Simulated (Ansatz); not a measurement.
## Re/AlN/Al: current against voltage

Aim: the current through Re/AlN/Al at finite bias, with the potential solved under that bias. The lower electrode is Re hcp(0001), the upper one Al fcc(111); the barrier is AlN rock salt(111) (Al and Al faces). In the first transport cell, after relaxation, the nearest pair of electrode and barrier is Re–Al at 2.73 Å, at a slant, at the lower face and Al–Al at 2.78 Å, at a slant, at the upper one. All share a net of side 2.77 Å, which strains the lower electrode by +0.0 %, the upper one by -3.0 % and the barrier by -3.8 %, against typed lattice constants near PBE's. The first steps treat the bulk electrodes alone.

Calculated with Ansatz 0.2.0; PBE DFT, plane waves, PAW files, in the first sound run; inputs show where later runs differ.

Most raw output is cut from this account.

### 1. The structure

The structure is hexagonal, space group P6_3/mmc (No. 194). The conventional cell has a = 2.770 Å, b = 2.770 Å, c = 4.480 Å, α = 90.00°, β = 90.00°, γ = 120.00°. Nearest to Re lie 12 Re at 2.75 to 2.77 Å.

Coordinates:

```cif
data_structure
_symmetry_space_group_name_H-M 'P6_3/mmc'
_symmetry_Int_Tables_number 194
_cell_length_a 2.7700
_cell_length_b 2.7700
_cell_length_c 4.4800
_cell_angle_alpha 90.000
_cell_angle_beta 90.000
_cell_angle_gamma 120.000
_cell_volume 29.77
loop_
_atom_site_label
_atom_site_type_symbol
_atom_site_symmetry_multiplicity
_atom_site_Wyckoff_symbol
_atom_site_fract_x
_atom_site_fract_y
_atom_site_fract_z
_atom_site_occupancy
Re1 Re 2 d 0.33333 0.66667 0.75000 1
```

### 2. The strained electrode, 2 atoms, electrode Re hcp(0001)

The electrode is held to the junction's net and relaxed along the normal; its spacing is used for the ideal lead layers.

input.yaml reads:

```yaml
crystal:
  lattice:
    - [2.77, 0.0, 0.0]
    - [-1.385, 2.3988903685, 0.0]
    - [0.0, 0.0, 4.48]
  atoms:
    - { symbol: Re, position: [0.0, 0.0, 0.0] }
    - { symbol: Re, position: [0.3333333333, 0.6666666667, 0.5] }
kpoints:
  mp_grid: { grid: [18, 18, 7] }
scf:
  occupations: { method: fermi_dirac, width: 0.1 }
  max_iter: 150
hamiltonian:
  xc: pbe
relax:
  f_tol: 0.01
  max_steps: 40
  cell: { fix: [a, b, angles] }
```

Launch:

```console
ansatz run input.yaml --threads 4 --pin off --max-ram 16384MiB --backend cpu --events-out ev --progress --plain --runs-dir out
```

It took 3.5 s on 4 threads of Arm Neoverse V2, shared host; peak memory 0.37 GiB.

The steps of the relaxation:

```tsv
step	energy less that of the first step (eV)	largest force component (eV/Å)	pressure (GPa)	volume (Å³)
1	0.0000	0.0000	1.75	29.77
2	0.0005	0.0000	0.14	29.90
3	-0.0001	0.0000	1.17	29.82
4*	-0.0002	0.0000	1.17	29.82
```

Relaxation steps marked * repeat the geometry before them on a plane-wave basis chosen anew for their cell, so energy and pressure can jump there. Relaxation step 2 was tried and not accepted.

The run keeps the 24 symmetry operations that it works with, so distortions that break them were not tested.

```tsv
conventional cell, symmetrised	before	after	change
a (Å)	2.770	2.770	+0.0 %
b (Å)	2.770	2.770	+0.0 %
c (Å)	4.480	4.487	+0.2 %
volume (Å³/atom)	14.88	14.91	+0.2 %
```

The relaxed structure:

```cif
data_structure
_symmetry_space_group_name_H-M 'P 1'
_symmetry_Int_Tables_number 1
_cell_length_a 2.7700
_cell_length_b 2.7700
_cell_length_c 4.4870
_cell_angle_alpha 90.000
_cell_angle_beta 90.000
_cell_angle_gamma 120.000
_cell_volume 29.82
loop_
_atom_site_label
_atom_site_type_symbol
_atom_site_fract_x
_atom_site_fract_y
_atom_site_fract_z
_atom_site_occupancy
Re1 Re 0.00000 0.00000 0.00000 1
Re2 Re 0.33333 0.66667 0.50000 1
```

This step gave:

```
free energy  : -21736.1808 eV
Fermi energy : 23.63 eV
pressure     : 1.168 GPa
```

The cell grew by 0.2 % in volume.

### 3. Layer spacing of the electrode, 3 atoms, electrode Al fcc(111)

System of this step: Al. It takes space group R-3m (No. 166, trigonal). Conventional cell: a = 2.770 Å, b = 2.770 Å, c = 7.146 Å, α = 90.00°, β = 90.00°, γ = 120.00°. Nearest to Al lie 12 Al at 2.77 to 2.87 Å.

input.yaml, the sections that differ from step 2:

```yaml
crystal:
  lattice:
    - [2.77, 0.0, 0.0]
    - [-1.385, 2.3988903685, 0.0]
    - [0.0, 0.0, 7.1461643351]
  atoms:
    - { symbol: Al, position: [0.0, 0.0, 0.0] }
    - { symbol: Al, position: [0.3333333333, 0.6666666667, 0.3333333333] }
    - { symbol: Al, position: [0.6666666667, 0.3333333333, 0.6666666667] }
kpoints:
  mp_grid: { grid: [18, 18, 4] }
# scf, hamiltonian, relax: as in step 2
```

Wall time 3.3 s (4 threads); peak memory 0.37 GiB; 12 s of CPU time.

Step by step:

```tsv
step	energy less that of the first step (eV)	largest force component (eV/Å)	pressure (GPa)	volume (Å³)
1	0.0000	0.0000	3.85	47.49
2	-0.0002	0.0000	3.65	47.61
3	-0.0002	0.0000	3.46	47.72
4*	-0.0003	0.0000	3.46	47.72
```

Relaxation steps marked * repeat the geometry before them on a plane-wave basis chosen anew for their cell, so energy and pressure can jump there.

The run keeps the 36 symmetry operations that it works with, so distortions that break them were not tested.

```tsv
conventional cell, symmetrised	before	after	change
a (Å)	2.770	2.770	+0.0 %
b (Å)	2.770	2.770	+0.0 %
c (Å)	7.146	7.181	+0.5 %
volume (Å³/atom)	15.83	15.91	+0.5 %
```

The relaxed structure:

```xyz
3
Lattice="2.7700 0.0000 0.0000 -1.3850 2.3989 0.0000 0.0000 0.0000 7.1813" Properties=species:S:1:pos:R:3 pbc="T T T"
Al    0.0000    0.0000    0.0000
Al    0.0000    1.5993    2.3938
Al    1.3850    0.7996    4.7875
```

This step gave:

```
free energy  : -1612.4766 eV
Fermi energy : 8.335 eV
pressure     : 3.461 GPa
```

The cell grew by 0.5 % in volume.

### 4. Relaxing the interfaces

System of this step: Re/AlN/Al. The cell holds 17 atoms: 4 Re, 9 Al and 4 N. Its edges and angles: a = 2.770 Å, b = 2.770 Å, c = 43.656 Å, α = 90.0°, β = 90.0°, γ = 120.0°. Vacuum lies along c.

The starting distances are typed guesses, too rough for a quantity that is exponential in distance. A short slab in vacuum serves: only the barrier and the layers next to it are taken over, and later cells can add or drop layers in the barrier's middle. The dipole correction removes the field that unlike faces would set up across the vacuum.

input.yaml reads:

```yaml
crystal:
  lattice:
    - [2.77, 0.0, 0.0]
    - [-1.385, 2.3988903685, 0.0]
    - [0.0, 0.0, 43.6562151116]
  atoms:
    - { symbol: Re, position: [0.0, 0.0, 0.1832499675] }
    - { symbol: Re, position: [0.33333333, 0.66666667, 0.2345599584] }
    - { symbol: Re, position: [0.0, 0.0, 0.2858699493] }
    - { symbol: Re, position: [0.33333333, 0.66666667, 0.3371799402] }
    - { symbol: Al, position: [0.66666667, 0.33333333, 0.3889868942] }
    - { symbol: "N", position: [0.0, 0.0, 0.4166060961] }
    - { symbol: Al, position: [0.33333333, 0.66666667, 0.4442252981] }
    - { symbol: "N", position: [0.66666667, 0.33333333, 0.4718445] }
    - { symbol: Al, position: [0.0, 0.0, 0.499463702] }
    - { symbol: "N", position: [0.33333333, 0.66666667, 0.5270829039] }
    - { symbol: Al, position: [0.66666667, 0.33333333, 0.5547021058] }
    - { symbol: "N", position: [0.0, 0.0, 0.5823213078] }
    - { symbol: Al, position: [0.33333333, 0.66666667, 0.6099405097] }
    - { symbol: Al, position: [0.66666667, 0.33333333, 0.6530582347] }
    - { symbol: Al, position: [0.0, 0.0, 0.7076221673] }
    - { symbol: Al, position: [0.33333333, 0.66666667, 0.7621860999] }
    - { symbol: Al, position: [0.66666667, 0.33333333, 0.8167500325] }
kpoints:
  mp_grid: { grid: [12, 12, 1] }
scf:
  occupations: { method: fermi_dirac, width: 0.1 }
  max_iter: 150
hamiltonian:
  xc: pbe
efield:
  axis: 3
  dipole_correction: true
relax:
  f_tol: 0.04
  max_steps: 60
output:
  forces: true
```

Elapsed: 47 s, on 4 threads; peak memory 0.91 GiB.

This run has no spin polarisation although its electron count is odd.

Step by step:

```tsv
step	energy less that of the first step (eV)	largest force component (eV/Å)
1	0.0000	2.9432
2	-0.4047	2.2269
3	-0.6366	0.3646
4	-0.6218	0.5006
5	-0.6570	0.0447
6	-0.6571	0.0422
7	-0.6573	0.0170
```

Relaxation step 4 was tried and not accepted.

The run keeps the 6 symmetry operations that it works with, so distortions that break them were not tested.

The atoms that moved most (Å):

```tsv
atom	dx	dy	dz	length
Al17	0.000	0.000	0.281	0.281
Al16	0.000	0.000	0.245	0.245
Al15	0.000	0.000	0.215	0.215
Al13	0.000	0.000	-0.202	0.202
Al14	0.000	0.000	0.194	0.194
Al11	0.000	0.000	-0.179	0.179
N12	0.000	0.000	-0.177	0.177
Al9	0.000	0.000	-0.133	0.133
```

This step gave:

* free energy: -49852.8999 eV
* Fermi energy: 8.694 eV

The largest force component on a free atom ends at 0.017 eV/Å. At one or more of this run's solves the program warned of density in the dipole ramp over its bound, where dipole, forces and levels can be off.

### 5. Current under bias

This step: PBE DFT, plane waves, PAW files; current against voltage, self-consistent between two reservoirs (Ansatz 0.2.0).

System of this step: Re/AlN/Al. The cell holds 28 atoms: 11 Re, 14 Al and 3 N. Its edges and angles: a = 2.770 Å, b = 2.770 Å, c = 69.542 Å, α = 90.0°, β = 90.0°, γ = 120.0°. Regions: left electrode, 11 atoms (11 Re); barrier, 7 atoms (4 Al and 3 N); right electrode, 10 atoms (10 Al). Vacuum lies along c.

Under bias the potential drop changes the barrier, so density and potential are solved anew at each voltage between two reservoirs. The leads must hold the reservoirs as well as the screening charge.

input.yaml reads:

```yaml
crystal:
  lattice:
    - [2.77, 0.0, 0.0]
    - [-1.385, 2.3988903685, 0.0]
    - [0.0, 0.0, 69.5419790797]
  atoms:
    - { symbol: Re, position: [0.33333333, 0.66666667, 0.1006586251] }
    - { symbol: Re, position: [0.0, 0.0, 0.1329200485] }
    - { symbol: Re, position: [0.33333333, 0.66666667, 0.1651814718] }
    - { symbol: Re, position: [0.0, 0.0, 0.1974428952] }
    - { symbol: Re, position: [0.33333333, 0.66666667, 0.2297043186] }
    - { symbol: Re, position: [0.0, 0.0, 0.2619657419] }
    - { symbol: Re, position: [0.33333333, 0.66666667, 0.2942271653] }
    - { symbol: Re, position: [0.0, 0.0, 0.3264885887] }
    - { symbol: Re, position: [0.33333333, 0.66666667, 0.3587500121] }
    - { symbol: Re, position: [0.0, 0.0, 0.3910114354] }
    - { symbol: Re, position: [0.33333333, 0.66666667, 0.4221889692] }
    - { symbol: Al, position: [0.66666667, 0.33333333, 0.4539466993] }
    - { symbol: "N", position: [0.0, 0.0, 0.4717537244] }
    - { symbol: Al, position: [0.33333333, 0.66666667, 0.4882519806] }
    - { symbol: "N", position: [0.66666667, 0.33333333, 0.5057317264] }
    - { symbol: Al, position: [0.0, 0.0, 0.522306615] }
    - { symbol: "N", position: [0.33333333, 0.66666667, 0.5396675606] }
    - { symbol: Al, position: [0.66666667, 0.33333333, 0.5566474829] }
    - { symbol: Al, position: [0.0, 0.0, 0.5894108685] }
    - { symbol: Al, position: [0.33333333, 0.66666667, 0.6239679478] }
    - { symbol: Al, position: [0.66666667, 0.33333333, 0.6583896262] }
    - { symbol: Al, position: [0.0, 0.0, 0.6928113046] }
    - { symbol: Al, position: [0.33333333, 0.66666667, 0.727232983] }
    - { symbol: Al, position: [0.66666667, 0.33333333, 0.7616546614] }
    - { symbol: Al, position: [0.0, 0.0, 0.7960763398] }
    - { symbol: Al, position: [0.33333333, 0.66666667, 0.8304980181] }
    - { symbol: Al, position: [0.66666667, 0.33333333, 0.8649196965] }
    - { symbol: Al, position: [0.0, 0.0, 0.8993413749] }
kpoints:
  mp_grid: { grid: [12, 12, 1] }
scf:
  occupations: { method: fermi_dirac, width: 0.1 }
  max_iter: 150
hamiltonian:
  xc: pbe
output:
  current_voltage:
    bias: [0.8, 1.0, -0.8, -1.0]
    kmesh: [24, 24]
    leads: [[4, 6], [23, 24]]
    electrode_ends: [10, 18]
  write_potential: true
  write_density: true
  volumetric_format: npy
  elf: true
```

The job ended after 16 min (4 threads; peak memory 3 GiB).

Numbers from this step:

- free energy: -128230.5857 eV
- Fermi energy: 12.19 eV
- conductance at zero bias: 1.21e13 S/m²

Checks by voltage:

```tsv
bias (V)	current density (ampere/m²)	current on every other mesh point (ampere)	drop across the junction (V)	electrons moved	electrons in bound states	misfit, lower lead (eV)	misfit, upper lead (eV)	iterations
-1	-6.88e12	-4.61e-7	-0.9917	-0.00555	1.61e-4	0.07315	0.03063	5
-0.8	-6.20e12	-4.26e-7	-0.7929	-0.004434	1.26e-4	0.07455	0.03051	7
0	0	0	0	0	0	0.08056	0.0302	7
0.8	1.18e13	6.84e-7	0.7884	0.004368	1.25e-4	0.08325	0.02377	9
1	1.43e13	8.48e-7	0.9854	0.005407	1.70e-4	0.08394	0.02207	6
```

Cell area 6.645 Å^2. The current through one cell by bias:

```tsv
bias (V)	current through one cell (μA)
-1.000	-0.457
-0.800	-0.412
0.000	0
0.800	0.785
1.000	0.949
```

Bias 0 V. Table of transmission and channels, zone mean by energy, zero at the mean Fermi level:

```tsv
energy (eV)	transmission	channels, left	channels, right
-0.259	0.0199	1.41	1.27
-0.233	0.0127	1.40	1.25
-0.207	0.0108	1.44	1.27
-0.181	0.0101	1.40	1.27
-0.155	0.0102	1.38	1.25
-0.129	0.0108	1.27	1.25
-0.103	0.0131	1.31	1.27
-0.078	0.0163	1.26	1.32
-0.052	0.0144	1.20	1.30
-0.026	0.0119	1.24	1.30
0.000	0.00967	1.25	1.30
0.026	0.00838	1.28	1.32
0.052	0.00783	1.31	1.30
0.078	0.00762	1.23	1.32
0.103	0.00857	1.28	1.35
0.129	0.00852	1.30	1.35
0.155	0.00714	1.26	1.35
0.181	0.00777	1.30	1.35
0.207	0.00777	1.35	1.36
0.233	0.00645	1.32	1.34
0.259	0.00767	1.32	1.36
```

Bias 1 V. Transmission and channels, zone mean against energy, zero at the mean Fermi level:

```tsv
energy (eV)	transmission	channels, left	channels, right
-0.776	0.0124	1.41	1.27
-0.698	0.0216	1.45	1.27
-0.620	0.0180	1.44	1.25
-0.543	0.0139	1.36	1.30
-0.491	0.0105	1.42	1.30
-0.414	0.00875	1.49	1.32
-0.336	0.00936	1.63	1.35
-0.259	0.00945	1.66	1.34
-0.181	0.00932	1.56	1.39
-0.103	0.0112	1.50	1.41
-0.026	0.0122	1.52	1.45
0.000	0.0149	1.55	1.43
0.026	0.0151	1.53	1.44
0.103	0.0212	1.42	1.44
0.181	0.0171	1.40	1.47
0.207	0.0174	1.39	1.47
0.259	0.0111	1.41	1.51
0.336	0.0109	1.38	1.47
0.414	0.0167	1.30	1.49
0.491	0.00982	1.29	1.51
0.543	0.00858	1.28	1.50
0.620	0.00822	1.29	1.50
0.698	0.00886	1.36	1.51
0.776	0.0112	1.35	1.52
```

Bias -1 V. Transmission and channels, zone mean against energy, zero at the mean Fermi level:

```tsv
energy (eV)	transmission	channels, left	channels, right
-0.776	0.0149	1.42	1.09
-0.724	0.0224	1.42	1.16
-0.672	0.0115	1.38	1.18
-0.620	0.0110	1.30	1.17
-0.569	0.0119	1.22	1.17
-0.543	0.0126	1.19	1.18
-0.517	0.0123	1.24	1.17
-0.465	0.00809	1.28	1.19
-0.414	0.00702	1.23	1.23
-0.336	0.00737	1.28	1.23
-0.284	0.00819	1.33	1.25
-0.233	0.00758	1.32	1.25
-0.207	0.0109	1.34	1.25
-0.181	0.00914	1.32	1.25
-0.129	0.00626	1.25	1.25
-0.078	0.00573	1.30	1.27
-0.026	0.00639	1.32	1.25
0.000	0.00549	1.32	1.27
0.026	0.00561	1.27	1.27
0.078	0.00516	1.28	1.24
0.129	0.00492	1.29	1.24
0.181	0.00463	1.28	1.25
0.233	0.00494	1.25	1.27
0.284	0.00407	1.24	1.27
0.336	0.00331	1.22	1.25
0.414	0.00330	1.18	1.32
0.465	0.00311	1.15	1.30
0.517	0.00309	1.17	1.32
0.569	0.00296	1.22	1.30
0.620	0.00274	1.21	1.35
0.672	0.00219	1.18	1.35
0.724	0.00215	1.15	1.34
0.776	0.00225	1.14	1.37
```

Hartree potential energy less that at 0 V, planar mean against z:

```tsv
z (Å)	0.8 V (eV)	1 V (eV)	-0.8 V (eV)	-1 V (eV)
0.0	-0.0125	-0.0155	-0.00359	-0.00434
2.5	0.187	0.234	-0.196	-0.244
5.0	0.370	0.464	-0.370	-0.462
7.5	0.397	0.497	-0.394	-0.492
10.0	0.398	0.498	-0.395	-0.494
12.5	0.397	0.497	-0.395	-0.493
15.0	0.396	0.496	-0.392	-0.490
17.5	0.394	0.493	-0.390	-0.488
20.0	0.395	0.494	-0.391	-0.489
22.5	0.394	0.493	-0.392	-0.490
25.0	0.392	0.491	-0.392	-0.490
27.5	0.397	0.496	-0.397	-0.497
30.0	0.384	0.477	-0.390	-0.488
32.5	0.243	0.297	-0.254	-0.319
35.0	-0.0122	-0.0194	0.00536	0.00566
37.5	-0.261	-0.327	0.261	0.326
40.0	-0.392	-0.489	0.396	0.496
42.5	-0.396	-0.493	0.401	0.501
45.0	-0.399	-0.498	0.403	0.505
47.5	-0.396	-0.494	0.402	0.503
50.0	-0.387	-0.483	0.402	0.503
52.5	-0.394	-0.492	0.403	0.504
55.0	-0.405	-0.506	0.404	0.505
57.5	-0.403	-0.502	0.404	0.505
60.0	-0.398	-0.496	0.405	0.506
62.5	-0.397	-0.495	0.404	0.505
65.0	-0.357	-0.448	0.342	0.427
67.5	-0.175	-0.219	0.154	0.193
```

Valence density in the ca plane at fractional y = 0.000, with atoms of Re and N and Al within 0.2 Å of it. It is the smooth field of the valence electrons, not physical close to the nuclei.

Ten steps, logarithmic in the rise over the least value, from '0' (0.1 e/Å³) to '9' (6.7 e/Å³), each cell a mean:
```
33333479997433333222246887421222100222222222
34443457886444443222235665422333212333322222
45554345554345554332223443323444323344432222
46664333433346664332222222224554323455432222
45654334443345654332223333223454323445432222
44543346765444543322234554323343322344322222
33433468997433433222246776422222201232222222
33333479998433332221247887421122000122112223
```
Columns run along c (16.0 Å, from fractional 0.35 to 0.58 of the cell), rows up along a (2.8 Å). Atoms in or near the plane, at fractional coordinates: Re at (0.39, 0.00), N at (0.47, 0.00), Al at (0.52, 0.00).

ELF in the ca plane at fractional y = 0.000, with atoms of Re and N and Al within 0.2 Å of it. It is the smooth field of the valence electrons, not physical close to the nuclei.

Ten even steps from '0' (0.01) to '9' (0.80), each cell a mean:
```
87844544453687863544544323796698211210001211
77534433343367644433334543699996224553015543
34334334334334334334324763467763268886247887
44443245424444444245425873122221389996248999
33343244324433344235425763345542279986247998
56434333344356534433334643589985246774136765
88744533443588853444444433798897212331002322
65853544553684763555554323792398300100000111
```
Columns run along c (16.0 Å, from fractional 0.32 to 0.55 of the cell), rows up along a (2.8 Å). Atoms in or near the plane, at fractional coordinates: Re at (0.33, 0.00), Re at (0.39, 0.00), N at (0.47, 0.00), Al at (0.52, 0.00).

Electrostatic potential energy in the ca plane at fractional y = 0.000, with atoms of Re and N and Al within 0.2 Å of it. With pseudopotentials it is smooth inside the atoms' cores, unlike the true potential.

Ten even steps from '0' (-46 eV) to '9' (13 eV), each cell a mean:
```
99999830003899999999996115999997787689999999
98889962126998889999998668989998766799998999
87678997678987678998789998878999888999887899
85468999999985458997778998778899999999877799
86568998889986568998779998778999988999877899
98789975347998789999889888889998777899988899
99999850004899999999997337999997677789999999
99999830002899999999994004999997788689999999
```
Columns run along c (16.0 Å, from fractional 0.35 to 0.58 of the cell; values clipped at the 3rd and 97th percentile), rows up along a (2.8 Å). Atoms in or near the plane, at fractional coordinates: Re at (0.39, 0.00), N at (0.47, 0.00), Al at (0.52, 0.00).

All 5 points reached self-consistency. On every other mesh point the currents change by up to 13 %. The leads' potential repeats within 84 meV, on the large side, so longer leads could move the currents.

(Continued in part 2 of 2.)

[Logs are printed without paths, hosts, clocks, repeated set-up lines and the standing remarks that a program may print on its own settings, such as how far it seeks lower states.]

[Hosts, paths, dates, database ids (printed as entryN), source tags and the programs' standing remarks are cut or masked in the printed files.]
